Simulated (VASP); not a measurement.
# C₄H₄O: magnetic shielding off the nuclei

C₄H₄O, molecule in box, 9 atoms in the cell. LDA, GIPAW shieldings off the nuclei; PAW potentials C, O, H (LDA set).

Isolated molecule: yes.

## Input

INCAR:
```
GGA      = CA             # functional
PREC     = Accurate       # precision mode
ENCUT    = 500            # plane-wave cutoff, eV
EDIFF    = 1E-8           # SCF threshold, eV
LREAL    = F              # projectors in reciprocal space
LASPH    = T              # aspherical terms in the spheres
ALGO     = Normal         # electronic algorithm
NELM     = 120            # most SCF steps
LWAVE    = F              # write WAVECAR
LCHARG   = F              # write CHGCAR
LCHIMAG  = T            
LNMR_SYM_RED= T            
NLSPLINE = T            
ISMEAR   = 0              # smearing method
SIGMA    = 0.01           # smearing width, eV
NUCIND   = T             
```

KPOINTS:
```
k-points
0
Gamma
  1 1 1
```

POSCAR:
```
H4C4O
1.0
   11.0000000000      0.0000000000      0.0000000000
    0.0000000000     13.0000000000      0.0000000000
    0.0000000000      0.0000000000      9.0000000000
C O H
4 1 4
Direct
    0.5573149463      0.5551582594      0.5000000000
    0.5573149463      0.4448417406      0.5000000000
    0.4382650770      0.4153640231      0.5000000000
    0.4382650770      0.5846359769      0.5000000000
    0.3637214092      0.5000000000      0.5000000000
    0.6358054244      0.6056636468      0.5000000000
    0.6358054244      0.3943363532      0.5000000000
    0.3925043477      0.3415667341      0.5000000000
    0.3925043477      0.6584332659      0.5000000000
```

Commands:
```
cat potpaw_LDA.64/C/POTCAR potpaw_LDA.64/O/POTCAR potpaw_LDA.64/H/POTCAR > POTCAR
mpirun -np 4 vasp_std > vasp.out
```

## Result

Above the ring's centre:

| Height (Å) | Isotropic shielding (ppm) | Along the normal (ppm) |
|---|---|---|
| 0 | 15.08 | 13.31 |
| 0.5 | 14.16 | 24.64 |
| 1 | 10.54 | 29.20 |
| 1.5 | 6.44 | 21.89 |
| 2 | 3.68 | 14.36 |
| 2.5 | 2.11 | 9.37 |
| 3 | 1.25 | 6.40 |

NICS is minus the shielding, so NICS(1) is -10.5 ppm.

VASP 6.6.1 took 126 s on 4 cores (Intel Xeon 6975P-C (Granite Rapids)), a shared host.
